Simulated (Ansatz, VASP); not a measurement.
V in VASP and in Ansatz

```
V
1.0
     0.00000    1.88007    1.88007
     1.88007    0.00000    1.88007
     1.88007    1.88007    0.00000
V
1
Direct
  0.00000 0.00000 0.00000
```

Alike in both runs: functional PBE; dispersion D3(BJ); k mesh 18 × 18 × 18; occupations gaussian, width 0.1 eV; no spin polarisation.

Ansatz relaxed the structure, and its values are those at the end. VASP's run is a single point on that final structure, the one shown.

|  | VASP | Ansatz |
| --- | --- | --- |
| version | VASP 6.6.1 | Ansatz 0.2.0 |
| potentials or method | VASP PAW PBE potentials, release 64 (V_sv) | scalar-relativistic, plane waves, PAW |
| plane-wave cutoff (eV) | 520 | 420 |
| valence electrons in the cell | 13 | 13 |

```csv
,VASP,Ansatz,Ansatz less VASP
gap on the k mesh at the Fermi level (eV),none,none,-
pressure (GPa),0.2,0.0,-0.24
```

A gap of «none» marks a metal or a gap that the smearing closes.

Caveats: pairwise dispersion overbinds metals, which lowers pressure and volume.
